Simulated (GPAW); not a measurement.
# Work function of In2Se2 monolayer at several levels, part 2 of 2

How far do functional and basis move the work function of In2Se2 monolayer? Where a layer proves gapped, the work function hangs on where the smearing puts the Fermi level, and the band edges take its place.

GPAW 26.7.0; GPAW, PAW setups; layer in a repeated cell with vacuum, relaxation of atoms and in-plane cell (the session's first sound run).

So far, upper work function (eV): step 3 (the slab's potential, PBE, GPAW) 5.17; step 4 (self-consistent run: xc = "RPBE") 5.05; step 5 (OptPBE vdW: xc = "optPBE-vdW", GPAW, PAW setups, GPAW) 5.40; step 6 (self-consistent run: xc = "vdW-DF2", GPAW, PAW setups, GPAW) 5.59; step 7 (self-consistent run: xc = "LDA") 5.47.

### Step 8. Self-consistent run: xc = "revPBE"

Level of this step: GPAW, PAW setups; slab in vacuum (GPAW).

The same geometry under revPBE, to see how far the functional moves the levels against the vacuum.

File run.py:

```python
import json
import numpy as np
from ase import Atoms
from gpaw import GPAW, PW

slab = Atoms(
    ['Se', 'In', 'In', 'Se'],
    positions=[
        [-0.00000, 2.35402, 7.00000],
        [0.00000, 0.00000, 8.27597],
        [-0.00000, 0.00000, 11.09604],
        [-0.00000, 2.35402, 12.37202]],
    cell=[[4.07728, 0.0, 0.0], [-2.03864, 3.53103, 0.0], [0.0, 0.0, 19.372]],
    pbc=[True, True, False])

slab.calc = GPAW(mode=PW(400), xc='revPBE', kpts={'size': (9, 9, 1), 'gamma': True},
                 occupations={'name': 'fermi-dirac', 'width': 0.05}, nbands='160%',
                 convergence={'density': 1e-05}, maxiter=200,
                 poissonsolver={'dipolelayer': 'xy'},
                 symmetry={'tolerance': 1e-3}, txt='slab.txt')
result = {}
energy = slab.get_potential_energy()
fermi = slab.calc.get_fermi_level()
v = slab.calc.get_electrostatic_potential().mean((0, 1)) - fermi
n = slab.calc.get_pseudo_density().mean((0, 1))
L = slab.cell[2, 2]
z = np.arange(len(v)) * L / len(v)
low, high = slab.positions[:, 2].min(), slab.positions[:, 2].max()
below, above = np.interp([low - 4.8, high + 4.8], z, v)
slopes = [np.interp(x, z, np.gradient(v, z)) for x in (low - 4.8, high + 4.8)]
eps = np.array([[slab.calc.get_eigenvalues(k, s) for k in range(len(slab.calc.get_ibz_k_points()))]
                for s in range(slab.calc.get_number_of_spins())]) - fermi
top, bottom = eps[eps < 0].max(), eps[eps > 0].min()
dipole = slab.get_dipole_moment()[2]
print(f'energy {energy:.4f} eV, Fermi level {fermi:.4f} eV, dipole {dipole:.5f} e A')
print(f'potential 4.8 A off the faces, from the Fermi level: lower {below:.4f} eV, upper {above:.4f} eV')
print(f'slope of the potential there: lower {slopes[0]:.5f}, upper {slopes[1]:.5f} eV/A')
print(f'nearest levels on the mesh: {top:.4f} and {bottom:.4f} eV')
print('magnetic moment', round(slab.get_magnetic_moment(), 3))
result.update(energy=energy, fermi=fermi, dipole=dipole, below=below, above=above, slopes=slopes, edges=[top, bottom],
              z=z.tolist(), v=v.tolist(), n=n.tolist(), positions=slab.positions.tolist(),
              forces=slab.get_forces(apply_constraint=False).tolist(), moments=slab.get_magnetic_moments().tolist())
json.dump(result, open('result.json', 'w'))
```

Launch:

```bash
$ OMP_NUM_THREADS=1 OPENBLAS_NUM_THREADS=1 python run.py
```

Log:

```text
energy -13.3356 eV, Fermi level -0.8812 eV, dipole 0.00032 e A
potential 4.8 A off the faces, from the Fermi level: lower 5.0513 eV, upper 5.0486 eV
slope of the potential there: lower -0.00019, upper 0.00019 eV/A
nearest levels on the mesh: -0.8118 and 0.6790 eV
magnetic moment 0.0
```

The job ended after 28 s (1 thread of Arm Neoverse V2, shared host; peak memory 0.22 GiB).

Numbers from this step:

| Quantity | Value |
| --- | --- |
| dipole along the normal | 3.23e-4 e·Å |
| levels nearest the Fermi level on the mesh | -0.8118, 0.6790 eV from the Fermi level |
| upper work function | 5.049 eV |
| lower work function | 5.051 eV |
| upper ionisation energy | 5.860 eV |

The electrostatic potential energy of an electron (without an applied field's), less the Fermi level, planar mean by z:

z (Å), electrostatic potential energy of an electron (without an applied field's), less the Fermi level, planar mean (eV) and a bar from the least value:
```
      0.0        5.1 ##############################
      0.5        5.1 ##############################
      1.0        5.1 ##############################
      1.5        5.1 ##############################
      2.0        5.1 ##############################
      2.5        5.1 ##############################
      3.0        5.1 ##############################
      3.5        5.0 ##############################
      4.0        5.0 ##############################
      4.5        5.0 ##############################
      5.0        4.9 ##############################
      5.5        4.6 #############################
      6.0        3.1 ###########################
      6.5       -2.9 #################
      7.0      -13.1 
      7.5       -7.4 #########
      8.0      -10.3 #####
      8.5      -10.3 #####
      9.0       -1.5 ###################
      9.5        2.0 #########################
     10.0        1.5 ########################
     10.5       -3.4 ################
     11.0      -11.9 ##
     11.5       -8.6 #######
     12.0       -8.8 #######
     12.5      -11.6 ##
     13.0       -0.6 #####################
     13.5        3.7 ############################
     14.0        4.7 #############################
     14.5        5.0 ##############################
     15.0        5.0 ##############################
     15.5        5.0 ##############################
     16.0        5.0 ##############################
     16.5        5.0 ##############################
     17.0        5.0 ##############################
     17.5        5.0 ##############################
     18.0        5.0 ##############################
     18.5        5.0 ##############################
     19.0        5.0 ##############################
```

The highest filled level lies 0.812 eV under the Fermi level, so the ionisation energy from the upper face is 5.049 + 0.812 = 5.860 eV, against 5.946 eV in the base run.

### Step 9. Real-space grid: mode = "fd"

A real-space grid is a second complete basis, so it checks the plane-wave result.

Edit run.py of step 8 so:

```diff
@@ -3,3 +3,3 @@
 from ase import Atoms
-from gpaw import GPAW, PW
+from gpaw import GPAW
 
@@ -15,3 +15,3 @@
 
-slab.calc = GPAW(mode=PW(400), xc='revPBE', kpts={'size': (9, 9, 1), 'gamma': True},
+slab.calc = GPAW(mode='fd', h=0.18, xc='PBE', kpts={'size': (9, 9, 1), 'gamma': True},
                  occupations={'name': 'fermi-dirac', 'width': 0.05}, nbands='160%',
```

Log:

```text
energy -14.7132 eV, Fermi level -5.1662 eV, dipole 0.00018 e A
potential 4.8 A off the faces, from the Fermi level: lower 5.1676 eV, upper 5.1649 eV
slope of the potential there: lower -0.00010, upper 0.00010 eV/A
nearest levels on the mesh: -0.7802 and 0.6453 eV
magnetic moment 0.0
```

It took 1.9 min on 1 thread; peak memory 0.64 GiB.

Numbers from this step:

```yaml
dipole_along_the_normal: 1.85e-4 e·Å
levels_nearest_the_fermi_level_on_the_mesh: -0.7802, 0.6453 eV from the Fermi level
upper_work_function: 5.165 eV
lower_work_function: 5.168 eV
upper_ionisation_energy: 5.945 eV
```

The highest filled level lies 0.780 eV under the Fermi level, so the ionisation energy from the upper face is 5.165 + 0.780 = 5.945 eV, against 5.946 eV in the base run.

### Step 10. Atomic orbitals: mode = "lcao"

Atom-centred orbitals end a few angstrom from the surface, which tests how much the density's tail matters.

Edit run.py of step 9 so:

```diff
@@ -15,4 +15,4 @@
 
-slab.calc = GPAW(mode='fd', h=0.18, xc='PBE', kpts={'size': (9, 9, 1), 'gamma': True},
-                 occupations={'name': 'fermi-dirac', 'width': 0.05}, nbands='160%',
+slab.calc = GPAW(mode='lcao', basis='dzp', h=0.18, xc='PBE', kpts={'size': (9, 9, 1), 'gamma': True},
+                 occupations={'name': 'fermi-dirac', 'width': 0.05}, nbands='120%',
                  convergence={'density': 1e-05}, maxiter=200,
```

Log:

```text
energy -13.4545 eV, Fermi level -4.9423 eV, dipole 0.00019 e A
potential 4.8 A off the faces, from the Fermi level: lower 4.9437 eV, upper 4.9410 eV
slope of the potential there: lower -0.00000, upper -0.00000 eV/A
nearest levels on the mesh: -0.7736 and 0.6492 eV
magnetic moment 0.0
```

Elapsed: 41 s, on 1 thread; peak memory 0.31 GiB.

Numbers from this step:

```
levels nearest the Fermi level on the mesh : -0.7736, 0.6492 eV from the Fermi level
upper work function                        : 4.941 eV
lower work function                        : 4.944 eV
upper ionisation energy                    : 5.715 eV
```

The highest filled level lies 0.774 eV under the Fermi level, so the ionisation energy from the upper face is 4.941 + 0.774 = 5.715 eV, against 5.946 eV in the base run.

### Step 11. All levels side by side

Times are for 1 thread of Arm Neoverse V2, shared host. The series side by side:

```tsv
no.	run	upper ionisation energy (eV)	time	memory (GiB)
1	pw	5.946	26 s	0.22
2	RPBE	5.869	28 s	0.22
3	optPBE vdW	6.167	34 s	0.41
4	vdW DF2	6.296	33 s	0.41
5	LDA	6.166	26 s	0.22
6	revPBE	5.860	28 s	0.22
7	fd	5.945	1.9 min	0.64
8	lcao	5.715	41 s	0.31
```

### Step 12. Side by side

Results and costs are gathered.

This step: comparison of work functions, dipole and cost (GPAW 26.7.0).

Ladder, by row:

```tsv
step	code	work function, upper (eV)	work function, lower (eV)	dipole (e Å)	wall time (s)	peak memory (GiB)	threads
pw	GPAW	5.168	5.171	3.24e-4	26.16	0.22	1
RPBE	GPAW	5.05	5.052	3.23e-4	27.59	0.22	1
optPBE-vdW	GPAW	5.395	5.398	3.23e-4	33.85	0.41	1
vdW-DF2	GPAW	5.59	5.593	3.24e-4	32.84	0.41	1
LDA	GPAW	5.467	5.47	3.28e-4	25.68	0.22	1
revPBE	GPAW	5.049	5.051	3.23e-4	27.7	0.22	1
fd	GPAW	5.165	5.168	1.85e-4	116.6	0.64	1
lcao	GPAW	4.941	4.944	1.85e-4	40.89	0.31	1
```

### Step 13. A changed run

One more run, with changed settings.

This step: GPAW, PAW setups; slab in vacuum (GPAW 26.7.0).

Edit run.py of step 10 so:

```diff
@@ -3,3 +3,3 @@
 from ase import Atoms
-from gpaw import GPAW
+from gpaw import GPAW, PW
 
@@ -15,5 +15,5 @@
 
-slab.calc = GPAW(mode='lcao', basis='dzp', h=0.18, xc='PBE', kpts={'size': (9, 9, 1), 'gamma': True},
-                 occupations={'name': 'fermi-dirac', 'width': 0.05}, nbands='120%',
-                 convergence={'density': 1e-05}, maxiter=200,
+slab.calc = GPAW(mode=PW(400), xc='PBE', kpts={'size': (9, 9, 1), 'gamma': True},
+                 occupations={'name': 'fermi-dirac', 'width': 0.05}, nbands='160%',
+                 convergence={'density': 1e-05}, maxiter=3,
                  poissonsolver={'dipolelayer': 'xy'},
```

Log:

```text
gpaw.KohnShamConvergenceError
```

Run time: 8.8 s. Hardware: 1 thread; peak memory 0.22 GiB.

No converged result was reached; the numbers in the log don't describe the system.

The fault put into the input: too few SCF iterations (maxiter = 3).

### Step 14. What came out

* work function, both faces (Fermi level placed in the gap by the smearing): 5.17 eV
* ionisation energy from the upper face (highest filled level on the mesh): 5.95 eV
* electron affinity from the upper face (lowest empty Kohn-Sham level on the mesh): 4.52 eV
* dipole along the normal: 3.2e-4 e Å

**Reading.** With plane waves and PBE the ionisation energy from the upper face is 5.95 eV and the Kohn-Sham electron affinity 4.52 eV. The levels nearest the Fermi level on the mesh lie 1.42 eV apart, so the slab is gapped there: the smearing puts the Fermi level inside the gap, and from either face the ionisation energy is the work function plus 0.78 eV. Both are Kohn-Sham levels on the mesh, and semilocal gaps are too small, so the affinity tends to come out too large and the ionisation energy too small. Work functions of a gapped slab move with the place of the Fermi level in the gap; over the runs without a planted fault the highest filled level on the mesh lies 5.71 (lcao) to 6.30 eV (vdW-DF2) under the upper vacuum level. The small printed dipole stands for a step of -4.1 meV from the lower to the upper face, and the probes find -2.7 meV; values this small are near the numerical noise of both. The layer's cell and atoms come from the relaxation; spin-orbit coupling and temperature are left out.

[Logs are printed without paths, hosts, clocks, repeated set-up lines and the standing remarks that a program may print on its own settings, such as how far it seeks lower states.]

[Hosts, paths, dates, database ids (printed as entryN), source tags and the programs' standing remarks are cut or masked in the printed files.]
